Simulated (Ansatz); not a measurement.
**How far is PAW off for MoS2?**

```
Mo S
1.0
     1.58150    0.91308    6.12333
    -1.58150    0.91308    6.12333
     0.00000   -1.82616    6.12333
Mo S
1 2
Cartesian
  0.0000 0.0000 0.0000
  0.0000 0.0000 13.7481
  0.0000 0.0000 10.7446
```

Atoms are numbered in the order listed.

The geometry is COD entry 9007661, unchecked; take it as a test cell.

All numbers are computed: DFT, LDA, PAW with Ansatz's default frozen-core files, scalar-relativistic (Ansatz 0.2.0); DFT, LDA, all-electron PAW with datasets made for the crystal, scalar-relativistic (Ansatz 0.2.0); DFT, LDA, all-electron LAPW, scalar-relativistic (Ansatz 0.2.0).

For PAW: a Γ-centred 15×15×15 k mesh, Fermi–Dirac smearing of 0.05 eV, cutoff 420 eV, no spin polarisation; the PAW files were made with PBE, and the program remakes their frozen cores for this functional. The crystal-made all-electron datasets (AE datasets) take a cutoff of 300 eV at this cell. LAPW targets a basis error of 1 meV/atom. The Ansatz runs share mesh, smearing and spin set-up. Plane-wave (PAW) pressures include the program's estimate of the Pulay term.

Stress and pressure are positive in compression.

Levels count from the top of the valence band.

| quantity | PAW | AE datasets | LAPW |
| --- | --- | --- | --- |
| pressure (GPa) | 1.42 | 1.47 | 1.48 |
| stress xx (GPa) | -1.00 | -0.94 | -0.94 |
| stress zz (GPa) | ? | 6.30 | 6.30 |
| force on S2, z (eV/Å) | 0.824 | 0.829 | 0.829 |
| force on S3, z (eV/Å) | -0.821 | -0.827 | -0.827 |
| band gap (eV) | 0.607 | 0.611 | 0.611 |
| highest filled level at L (eV) | -1.659 | -1.657 | -1.657 |
| lowest empty level at L (eV) | 1.345 | 1.350 | 1.350 |
| highest filled level at H0 (eV) | -1.039 | -1.035 | -1.035 |
| lowest empty level at H0 (eV) | 0.649 | 0.653 | 0.653 |
| highest filled level at Γ (eV) | -1.231 | -1.228 | -1.228 |
| lowest empty level at Γ (eV) | 1.870 | 1.873 | 1.873 |

(1) What belongs in the row "stress zz (GPa)", column "PAW"?

Results:

(1) 6.24.
